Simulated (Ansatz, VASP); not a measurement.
One calculation of SnSe2, two programs

```
CELL_PARAMETERS angstrom
0.00000 3.40686 3.40686
3.40686 0.00000 3.40686
3.40686 3.40686 0.00000
ATOMIC_POSITIONS crystal
Sn 0.00000 0.00000 0.00000
Se 0.25000 0.25000 0.25000
Se 0.75000 0.75000 0.75000
```

Alike in both runs: task single point; functional PBEsol; k mesh 4 × 4 × 4; occupations fermi-dirac, width 0.5 eV; no spin polarisation.

|  | VASP | Ansatz |
| --- | --- | --- |
| version | VASP 6.6.1 | Ansatz 0.2.0 |
| potentials or method | VASP PAW PBE potentials, release 64 (Sn_d, Se) | plane waves |
| plane-wave cutoff (eV) | 520 | 420 |
| valence electrons in the cell | 26 | 46 |

```csv
,VASP,Ansatz,Ansatz less VASP
pressure (GPa),0.9,0.8,-0.06
```

With one functional, cell and mesh, what is left measures potentials, basis and numerics. The two sets of potentials don't hold the same shells in valence.

Caveats: the k mesh is coarse (spacing up to 0.40 Å⁻¹), so the values aren't converged; the PAW data sets were made with another functional, which shifts forces and pressure a little (VASP).
